Zincblende MgS (a = 5.666 Å, 22.74 Å³ per atom, not relaxed with LDA) undergoes xy engineering shear at fixed fractional coordinates. The runs use Ansatz 0.2.0 with plane-wave PAW, scalar-relativistic LDA, no spin polarisation, a 420 eV cutoff, an 8×8×8 k mesh and 0.05 eV Gaussian smearing. Energies are relative to zero strain; pressure is positive in compression.

| strain | energy change (meV/atom) | tensile stress along pattern (GPa) | pressure (GPa) | gap on mesh (eV) |
| --- | --- | --- | --- | --- |
| -0.1 | 34.6 | -5.00 | -1.48 | 2.919 |
| -0.05 | 8.6 | -2.47 | -2.02 | 3.071 |
| 0 | 0.0 | 0.00 | -2.19 | 3.173 |
| 0.025 | 2.1 | 1.23 | -2.15 | 3.128 |
| 0.0625 | 13.4 | 3.10 | -1.92 | 3.038 |
| 0.075 | 19.4 | 3.73 | -1.79 | 3.002 |
| 0.0875 | 26.4 | 4.36 | -1.65 | 2.962 |

The strain in the table is an engineering shear $\gamma$, the change in radians of the right angle between the x and y directions, and the "tensile stress along pattern" is the shear stress that belongs to it. The unstrained cell has the cubic space group F-43m; the shear lowers the symmetry to orthorhombic. Divided by the strain, this stress stays between about 49 and 50 GPa in every strained row. One stiffness therefore describes the whole range. The energy change follows the square of the strain about as closely, so doubling the shear costs about four times the energy.

Part of the reason lies in the tetrahedron of bonds around each atom. The shear lengthens two of the four bonds and shortens the other two, and a shear of opposite sign exchanges their roles. Both signs thus give the same crystal, only turned in space, and the negative rows count as further points on one curve. An energy that is the same for $+\gamma$ and $-\gamma$ has no linear and no cubic term. The first correction to the parabola is of fourth order, and the table shows that it is still small at a shear of 0.1. Compression and expansion are not equivalent in this way, so for a change of volume the stiffness already shifts in first order.

With a stiffness $C$ and a volume per atom $V$, the rule reads

$$\text{stress} = C\gamma, \qquad \text{energy per atom} = \tfrac12\, C V \gamma^2 .$$

The row at −0.05 alone supplies $C = 2.47/0.05 = 49.4$ GPa, and the description above the table supplies $V$. Since 1 eV/Å³ is 160.2 GPa, the estimate for a strain of 0.0625 is

$$\tfrac12 \times \frac{49.4}{160.2} \times 22.74 \times 0.0625^2 \ \text{eV} \approx 13.7\ \text{meV}.$$

The calculation gives 13.4 meV. For the row at −0.1 the same steps give 35.1 meV against 34.6 meV. Neither row was used to set the stiffness.

For strains of 0.05 and more, the rule overestimates the computed energy by one to two per cent. This excess can be traced to the starting cell, which is larger than LDA would choose and is therefore under a tension $T$ of 2.19 GPa. The shear tilts the x and y directions towards or away from each other by half the angle each, without changing the extent of the cell along either. This reduces the volume by a fraction $\gamma^2/4$, and the energy of a stretched crystal falls when it shrinks. This lowering, $TV\gamma^2/4$, has the same form as the elastic energy, so it acts as if $C$ were smaller by $T/2$, or 1.1 GPa. With that correction the estimates come out slightly too low, but within one per cent over the same range. At 0.025 the energy is so small that its last printed digit is worth about five per cent, and a percentage error means little there. The output below lists both versions of the rule for every row.

The gap needs a different rule. If it followed a parabola, its drop per unit strain would become four times as large between strains of 0.025 and 0.1; in fact it rises only from 1.8 to 2.5 eV. The gap therefore starts to fall in proportion to the size of the shear, whatever its sign. A linear and a quadratic term, fitted to the six strained rows and then rounded, give

$$\text{gap} \approx 3.173 - 1.5\,|\gamma| - 10\,\gamma^2 \ \text{eV}.$$

At −0.1 this yields 2.923 eV, against 2.919 eV in the table, a row that was part of the fit. The two constants are fitted and serve to interpolate within the range of the table. The rule describes gaps computed on the k mesh, which can miss the true band edges, and LDA normally makes gaps too small, so it doesn't give measured gaps.

A likely cause of the linear term is the top of the valence band. In zincblende crystals calculated without spin-orbit coupling, as here, it normally consists of three states of equal energy, built mainly from the p orbitals of the anion. A shear in the xy plane makes the two diagonals of that plane unequal, so one state rises and another falls. Reversing the shear exchanges the two, but one of them still rises, and the gap is measured from the highest. The total energy has no such kink because all these states are filled and their first-order shifts cancel. The gap values fit this picture but do not identify the states at the band edges.

For practical use, the main restriction is that the atoms were carried along with the cell and not allowed to settle. The lengthened bonds of an atom lie on one side of it and the shortened ones on the other, so a net force appears, which reaches 0.56 eV/Å at −0.1. Letting the atoms follow this force would lower the energy, again roughly as the square of the strain. With its atoms free to move, this same cell would therefore have a shear stiffness below 49 GPa, even for very small strains. These rows do not give that lower value, and a comparison with a measurement would also call for a cell free of the tension found here. Ordinary MgS, moreover, has the rocksalt structure, to which the stiffness of this zincblende cell should not be carried over.

The rule also has no breaking point. The computed stress is still climbing at the largest shear, so these rows show no limit of strength for a perfect crystal with its atoms carried along. A real crystal can yield much earlier, through defects or through movements of the atoms that this scan does not allow.

The analysis program printed:

```
stiffness from the row at -0.05, GPa: 49.4
smallest stress over strain in the strained rows, GPa: 49.2
largest stress over strain in the strained rows, GPa: 50
plain energy factor, meV/atom per squared strain: 3506
half the tension of the unstrained cell, GPa: 1.095
energy factor corrected for tension, meV/atom per squared strain: 3428
volume loss at strain 0.1, percent: 0.25
largest miss of the plain energy rule for strains of 0.05 and more, percent: 2.196
largest miss of the corrected energy rule for strains of 0.05 and more, percent: 0.9245
Stress and energy by rule:
     row  strain squared  stress by rule GPa  stress miss GPa  plain energy meV/atom  plain miss %  corrected energy meV/atom  corrected miss %
    -0.1            0.01               -4.94             0.06                  35.06         1.321                      34.28           -0.9245
   -0.05          0.0025               -2.47                0                  8.764          1.91                       8.57           -0.3485
     0.0               0                   0                0                      0             0                          0                 0
   0.025        0.000625               1.235            0.005                  2.191         4.337                      2.143             2.024
  0.0625        0.003906               3.087          -0.0125                  13.69         2.196                      13.39          -0.06965
   0.075        0.005625               3.705           -0.025                  19.72         1.648                      19.28           -0.6054
  0.0875        0.007656               4.322          -0.0375                  26.84         1.669                      26.25           -0.5844
gap drop per strain at 0.025, eV: 1.8
gap drop per strain at 0.1, eV: 2.54
fit of drop on 6 rows (on): coefficient of g 1.535 +/- 0.0095, coefficient of g2 10.02 +/- 0.11; rms 0.00029, worst 0.075 0.000498, leave-one-out rms 0.000487
  rows outside the fit (model, value, miss): 0.0 0, 0, 0
Gap by rounded rule:
     row  gap drop eV  gap by rule eV  miss meV
    -0.1        0.254           2.923         4
   -0.05        0.102           3.073         2
     0.0            0           3.173         0
   0.025        0.045           3.129      1.25
  0.0625        0.135            3.04     2.188
   0.075        0.171           3.004      2.25
  0.0875        0.211           2.965     3.187
```
